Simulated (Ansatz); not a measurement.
## Relaxing C

These are results of DFT PBE, scalar-relativistic, plane waves, PAW (Ansatz 0.2.0), not measurements. Cutoff 420 eV, Γ-centred k mesh, Gaussian smearing, no spin polarisation in the final step.

This is the end of a relaxation of cell and atoms.

```yaml
crystal:
  lattice:
    - [2.01995, 0.00000, 0.00000]
    - [-1.00998, 1.74933, 0.00000]
    - [0.00000, 0.00000, 1.58391]
  atoms:
    - { symbol: C, position: [0.00000, 0.00000, 0.00000] }
```

Energies count from the standard state of C at the same level.

(1) What space group does it have?

(2) How far above the standard state of C does it lie?

(3) Is it a metal?

Answers

(1) P6/mmm (No. 191). Conventional cell: a = 2.020 Å, c = 1.584 Å. Around C lie 2 C at 1.58 Å.

(2) 2.95 eV/atom.

(3) Yes, bands cross the Fermi level on the 33×33×34 mesh.

The final run used a 33×33×34 mesh on its 1-atom cell and 0.10 eV smearing. The k mesh leaves about 4 meV/atom of noise in metals. The cell came from a trial start, so C may not exist in this structure.